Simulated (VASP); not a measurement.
CdS (Greenockite):

```
Cd S
1.0
     4.15000    0.00000    0.00000
    -2.07500    3.59401    0.00000
     0.00000    0.00000    6.73700
Cd S
2 2
Cartesian
  2.0750 1.1980 3.3685
  0.0000 2.3960 0.0000
  2.0750 1.1980 5.8949
  0.0000 2.3960 2.5264
```

| Quantity | Value |
| --- | --- |
| Program | VASP 6.6.1 |
| Task | relaxation of cell and atoms |
| Functional | PBEsol |
| Dispersion | D3 |
| Potentials or basis | VASP PAW PBE potentials, release 64 (Cd, S) |
| Cutoff | 600 eV |
| k mesh | 7 × 7 × 4 |
| Occupations | fermi-dirac, width 0.05 eV |
| Spin | no spin polarisation |

At the start: pressure -2.4 GPa; volume 25.12 Å³/atom.

Problem. Where does the relaxation end?

Solution. Over 16 steps the energy falls by 7.8 meV/atom and the volume is 24.16 Å³/atom (-3.8 %); space group P6_3mc (No. 186, to 0.05 Å).

The path:
| step | energy change (eV) | largest force (eV/Å) | pressure (GPa) | volume (Å³) |
| --- | --- | --- | --- | --- |
| 1 | 0.0000 | 0.0772 | -2.44 | 100.48 |
| 2 | -0.0248 | 0.0106 | 1.22 | 95.02 |
| 3 | -0.0306 | 0.0344 | -0.01 | 96.65 |
| 4 | -0.0306 | 0.0331 | 0.01 | 96.57 |
| 5 | -0.0306 | 0.0321 | 0.06 | 96.49 |
| 6 | -0.0307 | 0.0123 | 0.10 | 96.51 |
| 7 | -0.0307 | 0.0030 | 0.09 | 96.52 |
| 8 | -0.0309 | 0.0016 | 0.00 | 96.65 |
| 9 | -0.0309 | 0.0001 | -0.08 | 96.77 |
| 10 | -0.0310 | 0.0073 | -0.03 | 96.73 |
| 11 | -0.0310 | 0.0106 | -0.03 | 96.71 |
| 12 | -0.0310 | 0.0171 | 0.00 | 96.68 |
| 13 | -0.0310 | 0.0126 | -0.05 | 96.70 |
| 14 | -0.0310 | 0.0063 | 0.04 | 96.60 |
| 15 | -0.0310 | 0.0077 | 0.03 | 96.61 |
| 16 | -0.0311 | 0.0009 | 0.01 | 96.63 |

Final structure:
```yaml
crystal:
  lattice:
    - [4.09806, 0.00000, 0.00000]
    - [-2.04903, 3.54902, 0.00000]
    - [0.00000, 0.00000, 6.64425]
  atoms:
    - { symbol: Cd, position: [0.66667, 0.33333, 0.49866] }
    - { symbol: Cd, position: [0.33333, 0.66667, 0.99866] }
    - { symbol: S, position: [0.66667, 0.33333, 0.87634] }
    - { symbol: S, position: [0.33333, 0.66667, 0.37634] }
```

Caveat: the PAW data sets were made with another functional, which shifts forces and pressure a little.
